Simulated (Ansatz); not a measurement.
# B: what a guessed cell relaxes into, part 2 of 2

Aim: relax a trial structure of B and see where it ends.

Ansatz 0.2.0; DFT PBE, scalar-relativistic, plane waves, PAW. Earlier steps stand in the parts before.

## 4. Final relaxation

The end of the coarse run is made exact in the group found at a tolerance of 0.06 Å and reduced to its primitive cell.

input.yaml

```yaml
crystal:
  lattice:
    - [-2.4679692581, 2.4679692581, 2.4679692581]
    - [2.4679692581, -2.4679692581, 2.4679692581]
    - [2.4679692581, 2.4679692581, -2.4679692581]
  atoms:
    - { symbol: B, position: [0.5, 0.75, 0.25] }
    - { symbol: B, position: [0.75, 0.25, 0.5] }
    - { symbol: B, position: [0.75, 0.5, 0.25] }
    - { symbol: B, position: [0.5, 0.25, 0.75] }
    - { symbol: B, position: [0.25, 0.75, 0.5] }
    - { symbol: B, position: [0.25, 0.5, 0.75] }
basis:
  ecutwfc: 420
kpoints:
  mp_grid: { grid: [12, 12, 12] }
hamiltonian:
  xc: pbe
scf:
  occupations: { method: gaussian, width: 0.1 }
output:
  forces: true
  stress: true
  eigenvalues: true
relax:
  adjacent_minimum: "off"
  f_tol: 0.01
  max_steps: 80
  cell: { stress_tol: 0.05 }
```

Run with:

```bash
ansatz run input.yaml --threads 1 --pin off --max-ram 2048MiB --backend cpu --events-out ev --progress --plain --runs-dir out
```

Standard output:

```text
Warning: RAYON_NUM_THREADS=1 ignored (pool sized by the plan → 1); use --threads N
Engine: ansatz 0.2.0, x86_64-unknown-linux-gnu
Pseudopotentials: kind: paw
Pseudopotential: B, paw, valence charge 3, recommended cutoff 420 eV (normal), B.paw.azcp
Functional definition: PBE
  parameter kappa = 0.804
  parameter beta = 0.06672455060314922
  exchange = pbe_x(kappa = kappa, mu = beta*pi^2/3)
  correlation = pbe_c(beta = beta)
Crystal: 6 atoms, lattice volume = 60.128 Å³
Basis set: ecut = 420 eV, 1205 PW (Γ), exchange–correlation on 60×60×60 points (8 copies of the dense FFT grid, shifted against one another)
Bands: 15, of which v1, the nominal top of the filled ones, is band 9 counted from 1 (8 counted from 0)
Symmetry: 48 space group operations
Space group: Im-3m (ITA 229), of the structure as read, at distance tolerance 3.9e-5 Å
k-points: 72 of 1728
Non-local potential: B, projectors of the file, l = 0: 2, l = 1: 2, l = 2: 1
PAW form: soft (Blöchl's): semilocal exchange-correlation on the pseudo side does not see the compensation charge
PAW one-centre angular grid: B, 110 points (default); XC on 64 Gauss nodes
Initial density: superposition of atomic densities (neutral atoms: chi_scale 0, normalization atom), corrected by the library's trained network
Initial wavefunctions: pseudopotential atomic-orbital guess
Functional: x = pbe(κ = 0.804, μ = 0.2195149727645171), c = pbe(β = 0.06672455060314922)
SCF iter   1: F=—  HF=-929.330123 eV  |F-HF|=—  |Δ(HF+E_count)|=         —  Δρ=4.74e-3  dr2=8.01e-3  ethr=1.77e-3  ⟨swp⟩=6.5  Hψ=6341  notcnv=0
preconditioner: auto → LDOS  [metal: Δε(μ)=0.021 eV  Ē_g=9.307 eV  σ=0.100 eV  W_gap=0.12  n_scr=12 (ndim 8)  ℏωp=20.3 eV  f_vac=0.037  D(μ)=2.56/eV (n_scr^D=18)  β→1.0]
SCF iter   2: F=—  HF=-929.328906 eV  |F-HF|=—  |Δ(HF+E_count)|=   1.22e-3  Δρ=1.05e-3  dr2=2.98e-4  ethr=4.45e-5  ⟨swp⟩=2.6  Hψ=2438  notcnv=0  defer=1
SCF iter   3: F=—  HF=-929.329237 eV  |F-HF|=—  |Δ(HF+E_count)|=   3.31e-4  Δρ=2.25e-4  dr2=9.76e-6  ethr=1.66e-6  ⟨swp⟩=2.6  Hψ=1727  notcnv=0  defer=1
SCF iter   4: F=—  HF=-929.329245 eV  |F-HF|=—  |Δ(HF+E_count)|=   8.21e-6  Δρ=1.97e-5  dr2=7.23e-8  ethr=5.42e-8  ⟨swp⟩=2.2  Hψ=1662  notcnv=0  defer=1
iter 5 did not close the SCF: its close was put off for the readings that it lacked (scf_convergence_deferred on its scf_iter line)
SCF iter   5: F=-929.329245 eV  HF=-929.329245 eV  |F-HF|=1.06e-9  |Δ(HF+E_count)|=   1.33e-7  Δρ=1.57e-6  dr2=6.33e-10  ethr=4.02e-10  ⟨swp⟩=2.2  Hψ=1674  notcnv=0  defer=1
SCF iter   6: F=-929.329245 eV  HF=-929.329245 eV  |F-HF|=6.14e-12  |Δ(HF+E_count)|=   1.10e-9  Δρ=1.26e-7  dr2=3.31e-12  ethr=3.52e-12  ⟨swp⟩=4.2  Hψ=4168  notcnv=0
SCF 1 converged in 6 iterations: F = -929.329245 eV  dr2 = 3.31e-12
relax step   1: F+E_penalty+E_count = -929.32924505 eV  Δ(F+E_penalty+E_count) = +0.000e0 eV  max|allowed force component| = 5.725e-17 eV/Å  Δτ_max = 0.0000 Å  P = +0.061 GPa  Ω = 60.128 Å³  (6 SCF iters, dr2 threshold 1.00e-7 eV, accepted)
Crystal: 6 atoms, lattice volume = 60.143 Å³
Initial density: handed on by an earlier stage of this run
Initial wavefunctions: those handed on with the density
iter 1 solved again at ethr=3.38e-9 eV; its pass at ethr=3.10e-3 eV (dr2=6.09e-7 eV) is discarded
SCF iter   1: F=—  HF=-929.329237 eV  |F-HF|=—  |Δ(HF+E_count)|=         —  Δρ=2.37e-5  dr2=5.80e-7  ethr=3.38e-9  ⟨swp⟩=1.1  Hψ=6607  notcnv=0
preconditioner: auto → LDOS  [metal: Δε(μ)=0.015 eV  Ē_g=9.305 eV  σ=0.100 eV  W_gap=0.08  n_scr=12 (ndim 8)  ℏωp=20.3 eV  f_vac=0.035  D(μ)=2.56/eV (n_scr^D=18)  β→1.0]
SCF iter   2: F=—  HF=-929.329228 eV  |F-HF|=—  |Δ(HF+E_count)|=   9.57e-6  Δρ=6.62e-6  dr2=1.70e-8  ethr=3.22e-9  ⟨swp⟩=2.2  Hψ=1762  notcnv=0
SCF iter   3: F=-929.329228 eV  HF=-929.329228 eV  |F-HF|=2.58e-10  |Δ(HF+E_count)|=   1.74e-8  Δρ=9.34e-7  dr2=4.77e-10  ethr=5.18e-11  ⟨swp⟩=4.7  Hψ=4198  notcnv=0
SCF 2 converged in 3 iterations: F = -929.329228 eV  dr2 = 4.77e-10
relax step   2: F+E_penalty+E_count = -929.32922773 eV  Δ(F+E_penalty+E_count) = +1.732e-5 eV  max|allowed force component| = 7.112e-17 eV/Å  Δτ_max = 0.0000 Å  P = +0.027 GPa  Ω = 60.143 Å³  energy of the carried Pulay correction = -2.132e-5 eV  (3 SCF iters, dr2 threshold 9.33e-9 eV, accepted)
Initial wavefunctions: pseudopotential atomic-orbital guess (no wavefunctions were taken with the density)
iter 1 solved again at ethr=1.24e-8 eV; its pass at ethr=3.10e-3 eV (dr2=2.24e-6 eV) is discarded
SCF iter   1: F=—  HF=-929.329284 eV  |F-HF|=—  |Δ(HF+E_count)|=         —  Δρ=1.56e-6  dr2=6.59e-10  ethr=1.24e-8  ⟨swp⟩=3.7  Hψ=9645  notcnv=0
SCF iter   2: F=-929.329275 eV  HF=-929.329275 eV  |F-HF|=4.23e-11  |Δ(HF+E_count)|=   9.36e-6  Δρ=2.32e-7  dr2=1.45e-11  ethr=1.00e-12  ⟨swp⟩=5.1  Hψ=6272  notcnv=0
SCF 3 converged in 2 iterations: F = -929.329275 eV  dr2 = 1.45e-11
relax step   3: F+E_penalty+E_count = -929.32927455 eV  Δ(F+E_penalty+E_count) = -4.682e-5 eV  max|allowed force component| = 7.671e-17 eV/Å  Δτ_max = 0.0000 Å  P = +0.028 GPa  Ω = 60.143 Å³  stress off target by 2.76e-2 GPa  SCF on the basis re-selected at this cell (its energy is not comparable with the rows above)  (2 SCF iters)
basis re-selected at this cell: Δ(F+E_penalty+E_count) = -4.682e-5 eV, ΔP = +0.000 GPa vs the last step (what re-selecting the basis moved, of the pressure what is left beyond the Pulay correction that the steps carried, after the strain that the cell walked since its last selection, with what the two solves' SCF thresholds leave and, on support functions, any second-order correction that the steps lacked; it is no measure of the basis error at this ecutwfc). This SCF's stress stands 2.76e-2 GPa from its target on what of the cell is left free (relax.cell.stress_tol is 5.00e-2 GPa) and its largest allowed force component is 7.67e-17 eV/Å (relax.f_tol is 1.00e-2 eV/Å): within both
SCF converged after 2 iterations
Free energy (F): -929.329275 eV
Harris-Foulkes:  -929.329275 eV  (|F-HF|=4.23e-11)
Internal energy: -929.316488 eV  (E = F + TS)
E sigma→0 (E₀):  -929.322882 eV
Entropy (-TS):   -0.012786 eV (-2.131 meV/atom)
Fermi energy:    4.794375 eV
--- Per-component energies (eV) ---
  E_band       = -4.930046
  E_kinetic    = 273.090023
  E_local      = -261.082348  (includes V_loc(G=0)·N_el)
  E_nonlocal   = 77.433742
  E_hartree    = 70.718272
  E_xc         = -186.046794
  E_vxc        = -219.743434  (∫ρ·V_xc dr)
  E_paw        = -471.604439  (= ΣΔE_a)
  E_vpaw       = -16.064587  (= ΣTr[D̂ρ^β])
  E_aug_tail   = -0.000012  (compensation charges beyond the density's cutoff)
  E_ewald      = -431.824932
  E_smearing   = -0.012786  (= −TS)
  E_closure    = 0.000000  (closes the sum)
  Σ components = -929.329275   (vs F -929.329275, Δ=0.00e0)
--- Forces (eV/Å), atoms counted from 1 ---
  atom   1  B      0.00000000    -0.00000000    -0.00000000
  atom   2  B     -0.00000000     0.00000000     0.00000000
  atom   3  B      0.00000000    -0.00000000     0.00000000
  atom   4  B      0.00000000     0.00000000     0.00000000
  atom   5  B      0.00000000     0.00000000    -0.00000000
  atom   6  B     -0.00000000     0.00000000     0.00000000
  max |Σ_I F_I| component: 2.10e-17 eV/Å
--- Stress (GPa, compression-positive) ---
        0.027550      -0.000000      -0.000000
       -0.000000       0.027550       0.000000
        0.000000       0.000000       0.027550
  P = ⅓ Tr σ = 0.0276 GPa (0.276 kbar)
--- Band table (eV; the first three rows and the last of 72) ---
  k-point 0: bands = ["-7.9007", "-1.8882", "-1.8882", "0.6846", "0.6846", "0.6846", "2.8642", "2.8642", "2.8642", "4.2757", "4.2757", "4.2757", "11.7511", "11.7511", "11.7511"]
  k-point 1: bands = ["-7.8415", "-2.1228", "-1.9752", "0.5229", "0.7757", "0.8246", "2.6314", "2.8086", "3.1127", "4.2869", "4.4446", "4.5737", "11.6215", "11.6570", "11.8262"]
  k-point 2: bands = ["-7.6651", "-2.7021", "-2.1804", "0.1867", "0.9529", "1.1853", "2.2122", "2.7324", "3.6984", "4.3010", "4.8118", "5.1765", "11.3559", "11.4615", "12.0483"]
  k-point 71: bands = ["-5.0020", "-5.0020", "-2.1827", "-2.1827", "-2.1827", "-1.4771", "4.7984", "4.7984", "4.7984", "8.3138", "8.3138", "8.3138", "11.6060", "11.6568", "11.6568"]
--- Relaxed structure (2 steps of the walk, 2 accepted, 1 SCFs on fresh bases) ---
  F+E_penalty+E_count = -929.32927455 eV   max|allowed force component| = 7.671e-17 eV/Å   (the final SCF, on the basis selected at the relaxed cell)
  cell:  # Å, volume = 60.1429 Å³
    - [-2.4681681418448194, 2.4681681418448194, 2.4681681418448194]
    - [2.4681681418448194, -2.4681681418448194, 2.4681681418448194]
    - [2.4681681418448194, 2.4681681418448194, -2.4681681418448194]
  atoms:
    - { symbol: B, position: [0.5, 0.75, 0.25] }
    - { symbol: B, position: [0.75, 0.25, 0.5] }
    - { symbol: B, position: [0.75, 0.5, 0.25] }
    - { symbol: B, position: [0.5, 0.25, 0.75] }
    - { symbol: B, position: [0.25, 0.75, 0.5] }
    - { symbol: B, position: [0.25, 0.5, 0.75] }
```

Wall time 7.6 s (1 thread of Intel Xeon Platinum 8488C (Sapphire Rapids), shared host); peak memory 0.41 GiB.

Relaxation path:

| step | E - E(step 1) (eV/cell) | largest force component (eV/Å) | pressure (GPa) | volume (Å³) |
| --- | --- | --- | --- | --- |
| 1 | 0.0000 | 0.0000 | 0.06 | 60.13 |
| 2 | 0.0000 | 0.0000 | 0.03 | 60.14 |
| 3 | 0.0000 | 0.0000 | 0.03 | 60.14 |

Step 1 is the start. Step 3 repeats the geometry before it on a plane-wave basis chosen anew for that cell, so its energy need not be comparable with the rows above.

Lengths and angles in the start's conventional setting:

|  | before | after | change |
| --- | --- | --- | --- |
| a (Å) | 4.936 | 4.936 | 0.0 % |
| b (Å) | 4.936 | 4.936 | 0.0 % |
| c (Å) | 4.936 | 4.936 | 0.0 % |
| volume (Å³/atom) | 10.02 | 10.02 | 0.0 % |
| shortest distance (Å) | 1.745 | 1.745 | 0.0 % |
| space group (0.01 Å) | Im-3m | Im-3m | same |

The run keeps the 48 symmetry operations of the start, so it could not have lowered the symmetry.

## 5. Variant: pseudopotentials.kind nc, pseudopotentials.accuracy standard, accuracy medium, ecutwfc left out

input.yaml

```yaml
crystal:
  lattice:
    - [-2.4681681418, 2.4681681418, 2.4681681418]
    - [2.4681681418, -2.4681681418, 2.4681681418]
    - [2.4681681418, 2.4681681418, -2.4681681418]
  atoms:
    - { symbol: B, position: [0.5, 0.75, 0.25] }
    - { symbol: B, position: [0.75, 0.25, 0.5] }
    - { symbol: B, position: [0.75, 0.5, 0.25] }
    - { symbol: B, position: [0.5, 0.25, 0.75] }
    - { symbol: B, position: [0.25, 0.75, 0.5] }
    - { symbol: B, position: [0.25, 0.5, 0.75] }
kpoints:
  mp_grid: { grid: [12, 12, 12] }
hamiltonian:
  xc: pbe
  pseudopotentials: { kind: nc, accuracy: standard }
scf:
  occupations: { method: gaussian, width: 0.1 }
output:
  forces: true
  eigenvalues: true
  stress: true
accuracy: medium
```

Run with:

```bash
ansatz run input.yaml --threads 1 --pin off --max-ram 2048MiB --backend cpu --events-out ev --progress --plain --runs-dir out
```

Standard output:

```text
Warning: RAYON_NUM_THREADS=1 ignored (pool sized by the plan → 1); use --threads N
Engine: ansatz 0.2.0, x86_64-unknown-linux-gnu
Pseudopotentials: kind: nc
Pseudopotential: B, nc, valence charge 3, recommended cutoff 1034.032677 eV (normal), B.nc.azcp (PseudoDojo's, or run here from an input of PseudoDojo's; its table is named by hamiltonian.pseudopotentials.accuracy)
Functional definition: PBE
  parameter kappa = 0.804
  parameter beta = 0.06672455060314922
  exchange = pbe_x(kappa = kappa, mu = beta*pi^2/3)
  correlation = pbe_c(beta = beta)
Crystal: 6 atoms, lattice volume = 60.143 Å³
Basis set: ecut = 1034.032677 eV, 4537 PW (Γ), exchange–correlation on 90×90×90 points (8 copies of the dense FFT grid, shifted against one another)
Bands: 15, of which v1, the nominal top of the filled ones, is band 9 counted from 1 (8 counted from 0)
Symmetry: 48 space group operations
Space group: Im-3m (ITA 229), of the structure as read, at distance tolerance 3.9e-5 Å
k-points: 72 of 1728
Non-local potential: B, projectors of the file, l = 0: 2, l = 1: 2
Initial density: superposition of atomic densities (chi_scale 0.1, normalization cell)
Initial wavefunctions: pseudopotential atomic-orbital guess
Functional: x = pbe(κ = 0.804, μ = 0.2195149727645171), c = pbe(β = 0.06672455060314922)
SCF iter   1: F=—  HF=-474.975309 eV  |F-HF|=—  |Δ(HF+E_count)|=         —  Δρ=5.45e-2  dr2=2.53e0  ethr=3.10e-3  ⟨swp⟩=6.9  Hψ=7457  notcnv=0
preconditioner: auto → Kerker (q_TF=auto, 2.231 Å⁻¹)  [metal: Δε(μ)=0.030 eV  Ē_g=9.381 eV  σ=0.100 eV  W_gap=0.17  n_scr=12 (ndim 8)  ℏωp=20.3 eV  f_vac=0.000  D(μ)=2.01/eV (n_scr^D=12)]
SCF iter   2: F=—  HF=-474.410183 eV  |F-HF|=—  |Δ(HF+E_count)|=   5.65e-1  Δρ=3.41e-2  dr2=1.17e0  ethr=3.10e-3  ⟨swp⟩=3.3  Hψ=2399  notcnv=0  defer=69
SCF iter   3: F=—  HF=-473.938256 eV  |F-HF|=—  |Δ(HF+E_count)|=   4.72e-1  Δρ=7.42e-3  dr2=4.77e-2  ethr=3.10e-3  ⟨swp⟩=3.1  Hψ=2191  notcnv=0  defer=69
SCF iter   4: F=—  HF=-473.972302 eV  |F-HF|=—  |Δ(HF+E_count)|=   3.40e-2  Δρ=1.39e-3  dr2=1.29e-3  ethr=2.65e-4  ⟨swp⟩=2.9  Hψ=2148  notcnv=0  defer=72
SCF iter   5: F=—  HF=-473.977640 eV  |F-HF|=—  |Δ(HF+E_count)|=   5.34e-3  Δρ=4.87e-4  dr2=1.13e-4  ethr=7.18e-6  ⟨swp⟩=2.0  Hψ=1940  notcnv=0  defer=72
SCF iter   6: F=—  HF=-473.978613 eV  |F-HF|=—  |Δ(HF+E_count)|=   9.72e-4  Δρ=3.97e-5  dr2=4.91e-7  ethr=6.26e-7  ⟨swp⟩=2.0  Hψ=1937  notcnv=0  defer=72
SCF iter   7: F=—  HF=-473.978606 eV  |F-HF|=—  |Δ(HF+E_count)|=   6.70e-6  Δρ=4.11e-6  dr2=5.62e-9  ethr=5.56e-10  ⟨swp⟩=13.2  Hψ=7446  notcnv=0
SCF iter   8: F=-473.978606 eV  HF=-473.978606 eV  |F-HF|=6.26e-10  |Δ(HF+E_count)|=   1.04e-7  Δρ=5.81e-7  dr2=1.23e-10  ethr=3.12e-11  ⟨swp⟩=2.3  Hψ=3858  notcnv=0
SCF 1 converged in 8 iterations: F = -473.978606 eV  dr2 = 1.23e-10
SCF converged after 8 iterations
Free energy (F): -473.978606 eV
Harris-Foulkes:  -473.978606 eV  (|F-HF|=6.26e-10)
Internal energy: -473.965811 eV  (E = F + TS)
E sigma→0 (E₀):  -473.972209 eV
Entropy (-TS):   -0.012795 eV (-2.132 meV/atom)
Fermi energy:    4.774459 eV
--- Per-component energies (eV) ---
  E_band       = -5.252790
  E_kinetic    = 308.912578
  E_local      = -244.889014  (includes V_loc(G=0)·N_el)
  E_nonlocal   = 14.967034
  E_hartree    = 70.935717
  E_xc         = -192.067194
  E_vxc        = -226.114796  (∫ρ·V_xc dr)
  E_ewald      = -431.824932
  E_smearing   = -0.012795  (= −TS)
  E_closure    = -0.000000  (closes the sum)
  Σ components = -473.978606   (vs F -473.978606, Δ=0.00e0)
--- Forces (eV/Å), atoms counted from 1 ---
  atom   1  B     -0.00000000    -0.00000000    -0.00000000
  atom   2  B     -0.00000000     0.00000000    -0.00000000
  atom   3  B      0.00000000    -0.00000000     0.00000000
  atom   4  B      0.00000000     0.00000000    -0.00000000
  atom   5  B      0.00000000    -0.00000000    -0.00000000
  atom   6  B     -0.00000000     0.00000000     0.00000000
  max |Σ_I F_I| component: 3.06e-17 eV/Å
--- Stress (GPa, compression-positive) ---
       -0.190722      -0.000000       0.000000
        0.000000      -0.190722      -0.000000
        0.000000       0.000000      -0.190722
  P = ⅓ Tr σ = -0.1907 GPa (-1.907 kbar)
--- Band table (eV; the first three rows and the last of 72) ---
  k-point 0: bands = ["-7.9190", "-1.9078", "-1.9078", "0.6715", "0.6715", "0.6715", "2.8458", "2.8458", "2.8458", "4.2555", "4.2555", "4.2555", "11.7496", "11.7496", "11.7496"]
  k-point 1: bands = ["-7.8598", "-2.1418", "-1.9947", "0.5094", "0.7615", "0.8111", "2.6127", "2.7902", "3.0945", "4.2663", "4.4245", "4.5534", "11.6203", "11.6563", "11.8248"]
  k-point 2: bands = ["-7.6833", "-2.7205", "-2.1996", "0.1727", "0.9369", "1.1713", "2.1932", "2.7144", "3.6800", "4.2800", "4.7923", "5.1559", "11.3556", "11.4626", "12.0473"]
  k-point 71: bands = ["-5.0193", "-5.0193", "-2.1995", "-2.1995", "-2.1995", "-1.4996", "4.7755", "4.7755", "4.7755", "8.2923", "8.2923", "8.2923", "11.6073", "11.6664", "11.6664"]
```

Wall time 9.2 s (1 thread of Intel Xeon Platinum 8488C (Sapphire Rapids), shared host); peak memory 0.52 GiB.

| run | ending | energy change | pressure (GPa) | gap (eV) | force (eV/Å) | cycles | time |
| --- | --- | --- | --- | --- | --- | --- | --- |
| step 4 | converged | - | 0.0 | 0.00 | 0.00 | - | 7.6 s |
| variant | converged | not comparable | -0.2 | 0.00 | 0.00 | 8 | 9.2 s |

Total energies don't compare across a change of potentials; pressure, gap, moments and forces, where computed, barely move.

## 6. Summary of results

The summary covers parts 1 to 2. Changes of volume or cell count from the first structure of part 1.

| quantity | value |
| --- | --- |
| symmetry at the end (tolerance 0.05 Å) | space group Im-3m (No. 229) |
| conventional cell | a = 4.936 Å, b = 4.936 Å, c = 4.936 Å, α = 90.00°, β = 90.00°, γ = 90.00° |
| volume | 10.02 Å³/atom |
| energy over the standard state | +1.03 eV/atom |
| gap on the mesh | none (metal) |

**Reading.** The space group Im-3m (No. 229) is kept, and the volume per atom grows by 12.1 % from the first guess. It lies above the element's standard state, so it is metastable at best. No finished test with a distortion of lower symmetry is shown, so the end may be a saddle point.
